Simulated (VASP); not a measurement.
# InP (F-43m) in VASP: a series of runs, part 3 of 3

VASP 6.6.1. Earlier steps stand in the parts before.

### Step 5. Single point, PBEsol

This run uses another cell than the first one, of 25.84 Å³/atom, 1.116 times its volume.

Input file INCAR:

```
ALGO = Normal ; EDIFF = 1E-6
ENCUT = 520 ; GGA = PS
ISIF = 2 ; ISMEAR = 0
LASPH = True ; LCHARG = False
LREAL = False ; LWAVE = False
NBANDS = 16 ; NELM = 60
PREC = Accurate ; SIGMA = 0.01
```

Input file KPOINTS:

```
k-points
0
Gamma
  6 6 6
```

Input file POSCAR:

```
InP
1.0
    0.0000000000      2.9563207137      2.9563207137
    2.9563207137      0.0000000000      2.9563207137
    2.9563207137      2.9563207137      0.0000000000
In P
1 1
Direct
    0.0000000000      0.0000000000      0.0000000000
    0.2500000000      0.2500000000      0.2500000000
```

Potentials or basis: VASP PAW PBE potentials, release 64 (In_d, P).

The run is started by

```console
cat potpaw_PBE.64/In_d/POTCAR potpaw_PBE.64/P/POTCAR > POTCAR
mpirun -np 1 vasp_std > vasp.out
```

OUTCAR:

```text
EDIFF = 1E-6
   ENCUT = 520
   GGA = PS
   ISIF = 2
   ISMEAR = 0
   LASPH = True
   LREAL = False
   NELM = 60
   PREC = Accurate

 ion  position               nearest neighbor table
   1  0.000  0.000  0.000-   2 2.56   2 2.56   2 2.56   2 2.56
   2  0.250  0.250  0.250-   1 2.56   1 2.56   1 2.56   1 2.56

  LATTYP: Found a face centered cubic cell.
 ALAT       =     5.9126414274

  Lattice vectors:

 A1 = (   0.0000000000,   2.9563207137,   2.9563207137)
 A2 = (   2.9563207137,   0.0000000000,   2.9563207137)
 A3 = (   2.9563207137,   2.9563207137,   0.0000000000)

Analysis of symmetry for initial positions (statically):
=====================================================================
 Subroutine PRICEL returns:
 Original cell was already a primitive cell.

 Routine SETGRP: Setting up the symmetry group for a
 face centered cubic supercell.

 Subroutine GETGRP returns: Found 24 space group operations
 (whereof 24 operations were pure point group operations)
 out of a pool of 48 trial point group operations.

The static configuration has the point symmetry T_d .

[... 149 lines left out ...]
  energy without entropy =       -9.14000936  energy(sigma->0) =       -9.14000936

 E-fermi :   4.9042     XC(G=0):  -9.3612

 val. band max:        4.8145057892   @ k =   0.0000   0.0000   0.0000
 cond. band min:       5.2852259488   @ k =   0.0000   0.0000   0.0000
 fundamental gap:      0.4707201596
 Fermi energy:         4.9042384045

 k-point     1 :       0.0000    0.0000    0.0000
  band No.  band energies     occupation
      1      -9.2912      2.00000
      2      -9.2912      2.00000
      3      -9.2912      2.00000
      4      -9.1498      2.00000
      5      -9.1498      2.00000
      6      -6.5560      2.00000
[... 281 lines left out ...]
      3      -9.2015      2.00000
      4      -9.1762      2.00000
      5      -9.1295      2.00000
      6      -4.2014      2.00000
[... 8 lines left out ...]
     15      15.9519      0.00000
     16      16.6217      0.00000

------------------------ aborting loop because EDIFF is reached ----------------------------------------

  FORCE on cell =-STRESS in cart. coord.  units (eV):
  Direction    XX          YY          ZZ          XY          YZ          ZX
  --------------------------------------------------------------------------------------
  -------------------------------------------------------------------------------------
  Total       -0.3695515     -0.3695515     -0.3695515      0.0000000      0.0000000     -0.0000000
  in kB      -11.4577929    -11.4577929    -11.4577929      0.0000000      0.0000000     -0.0000000
  external PRESSURE =     -11.4577929 kB  Pullay stress =       0.0000000 kB

 VOLUME and BASIS-vectors are now :
 -----------------------------------------------------------------------------
  energy-cutoff  :      520.00
  volume of cell :       51.68
      direct lattice vectors                 reciprocal lattice vectors
     0.000000000  2.956320714  2.956320714    -0.169129147  0.169129147  0.169129147
     2.956320714  0.000000000  2.956320714     0.169129147 -0.169129147  0.169129147
     2.956320714  2.956320714  0.000000000     0.169129147  0.169129147 -0.169129147

 POSITION                                       TOTAL-FORCE (eV/Angst)
 -----------------------------------------------------------------------------------
      0.00000      0.00000      0.00000         0.000000      0.000000      0.000000
      1.47816      1.47816      1.47816        -0.000000     -0.000000     -0.000000
 -----------------------------------------------------------------------------------
    total drift:                               -0.000000     -0.000000     -0.000000

  FREE ENERGIE OF THE ION-ELECTRON SYSTEM (eV)
  ---------------------------------------------------
  free  energy   TOTEN  =        -9.1400093622 eV

  energy  without entropy=       -9.1400093622  energy(sigma->0) =       -9.14000936
```

OSZICAR:

```text
N       E                     dE             d eps       ncg     rms          rms(c)
DAV:   1     0.110598043564E+03    0.11060E+03   -0.83663E+03   512   0.124E+03
DAV:   2    -0.206901885062E+01   -0.11267E+03   -0.10733E+03   592   0.301E+02
DAV:   3    -0.934045600668E+01   -0.72714E+01   -0.72404E+01   640   0.731E+01
DAV:   4    -0.952856466447E+01   -0.18811E+00   -0.18805E+00   656   0.129E+01
DAV:   5    -0.953879737982E+01   -0.10233E-01   -0.10233E-01   736   0.270E+00    0.523E+00
DAV:   6    -0.917515276771E+01    0.36364E+00   -0.56830E-01   824   0.130E+01    0.306E+00
DAV:   7    -0.914225052084E+01    0.32902E-01   -0.12958E-01   720   0.318E+00    0.109E+00
DAV:   8    -0.913967683249E+01    0.25737E-02   -0.13671E-02   648   0.132E+00    0.283E-01
DAV:   9    -0.913991740546E+01   -0.24057E-03   -0.11136E-03   664   0.359E-01    0.135E-01
DAV:  10    -0.913998085792E+01   -0.63452E-04   -0.15181E-04   760   0.144E-01    0.851E-02
DAV:  11    -0.914001012103E+01   -0.29263E-04   -0.42465E-05   592   0.716E-02    0.284E-02
DAV:  12    -0.914000936223E+01    0.75881E-06   -0.44006E-06   616   0.217E-02
   1 F= -.91400094E+01 E0= -.91400094E+01  d E =-.841166E-39
```

stdout:

```text
POSCAR found type information on POSCAR InP
 POSCAR found :  2 types and       2 ions
 scaLAPACK will be used
 -----------------------------------------------------------------------------
|                                                                             |
|                                                                             |
|     You enforced a specific xc type in the INCAR file but a different       |
|     I HOPE YOU KNOW WHAT YOU ARE DOING!                                     |
|                                                                             |
 -----------------------------------------------------------------------------

 LDA part: xc-table for (Slater+PW92), standard interpolation
 POSCAR, INCAR and KPOINTS ok, starting setup
 FFT: planning ... GRIDC
 FFT: planning ... GRID_SOFT
 FFT: planning ... GRID
 WAVECAR not read
 entering main loop
```

Wall time 27 s (1 thread of AMD EPYC 7R43 (Zen 3), shared host); peak memory 0.14 GiB.

What came out:

```
Free energy            : -9.1400 eV
Pressure               : -1.1 GPa
Band gap on the k mesh : 0.47 eV, direct
```

Caveat: the PAW data sets were made with another functional, which shifts forces and pressure a little; spin-orbit coupling is left out, which moves the levels of the heavy elements.

### Step 6. Overview

```csv
cell,gap on the mesh (eV),pressure (GPa)
"a = 4.031 Å, angles 60.0°, 2 atoms",1.05,7.6
"a = 4.069 Å, angles 60.0°, 2 atoms",0.90,4.9
"a = 4.107 Å, angles 60.0°, 2 atoms",0.76,2.6
"a = 4.181 Å, angles 60.0°, 2 atoms",0.47,-1.1
```

Alike in all rows: task single point; level PBEsol; potentials or basis VASP PAW PBE potentials, release 64 (In_d, P); no spin polarisation; k mesh 6 × 6 × 6; cutoff (eV) 520; smearing gaussian 0.01 eV.

Caveats: the PAW data sets were made with another functional, which shifts forces and pressure a little; spin-orbit coupling is left out, which moves the levels of the heavy elements.

Total energies depend on the potentials used, so only differences within one code and one set of settings carry meaning.

### Step 7. How close it comes

Step 4. A measured gap of InP is 1.4236 eV (direct; 1.6 K; a printed reference work, data compilation); the calculated 0.76 eV misses it by -0.67 eV. Spin-orbit coupling on In is left out. The value is that of PBEsol, without temperature or zero-point motion. Semilocal functionals fall short of measured gaps as a rule.

Step 5. Measured gap of InP: 1.4236 eV (direct; 1.6 K; a printed reference work, data compilation). This calculation gives 0.47 eV (-0.95 eV). Spin-orbit coupling on In is left out. The value is that of PBEsol, without temperature or zero-point motion. Semilocal functionals fall short of measured gaps as a rule.
